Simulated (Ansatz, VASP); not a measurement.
HfO2: VASP beside Ansatz

INCAR

```
SYSTEM = HfO2
  PREC = Accurate
  ENCUT = 520
  EDIFF = 1E-6
  ISMEAR = 0
  SIGMA = 0.05
  LREAL = .FALSE.
  LASPH = .TRUE.
  NELM = 100
  ALGO = Normal
  ISIF = 2
  LWAVE = .FALSE.
  LCHARG = .FALSE.
  GGA = PS
  NBANDS = 18
```

Contents of KPOINTS:

```
regular mesh
0
G
  8 8 8
  0 0 0
```

The input POSCAR:

```
HfO2
1.0
    0.0000000000      2.6853750000      2.5575000000
    2.6853750000      0.0000000000      2.5575000000
    2.6853750000      2.6853750000      0.0000000000
Hf O
1 2
Direct
    0.0000000000      0.0000000000      0.0000000000
    0.2500000000      0.2500000000      0.2500000000
    0.7500000000      0.7500000000      0.7500000000
```

Input for Ansatz:

```yaml
crystal:
  lattice:
    - [0.0, 2.685375, 2.5575]
    - [2.685375, 0.0, 2.5575]
    - [2.685375, 2.685375, 0.0]
  atoms:
    - { symbol: Hf, position: [0.0, 0.0, 0.0] }
    - { symbol: O, position: [0.25, 0.25, 0.25] }
    - { symbol: O, position: [0.75, 0.75, 0.75] }
basis:
  ecutwfc: 420
kpoints:
  mp_grid: { grid: [8, 8, 8] }
hamiltonian:
  xc: pbesol
scf:
  occupations: { method: gaussian, width: 0.05 }
output:
  forces: true
  stress: true
  eigenvalues: true
```

Change from the starting cell: strain +0.050 along x and y, +0.000 along z, atoms carried along.

Alike in both runs: task single point; functional PBEsol; k mesh 8 × 8 × 8; occupations gaussian, width 0.05 eV; no spin polarisation.

```csv
,VASP,Ansatz
version,VASP 6.6.1,Ansatz 0.2.0
potentials or method,"VASP PAW PBE potentials, release 64 (Hf_pv, O)","scalar-relativistic, plane waves, PAW"
plane-wave cutoff (eV),520,420
valence electrons in the cell,22,38
```

```csv
,VASP,Ansatz,Ansatz less VASP
gap on the k mesh at the Fermi level (eV),2.92,2.94,+0.026
least direct gap on the mesh (eV),2.97,2.99,+0.013
pressure (GPa),-30.0,-27.4,+2.56
largest component of the traceless stress (GPa),12.77,12.61,-0.159
```

The two sets of potentials don't hold the same shells in valence.

Caveats: so large a pressure means that the cell lies far from this level's equilibrium, or that cutoff or potentials fall short (VASP); the potentials were made for another functional, which shifts forces and pressure (VASP); spin-orbit coupling is left out, which moves the levels of the heavy elements. A k mesh can miss the band edges.
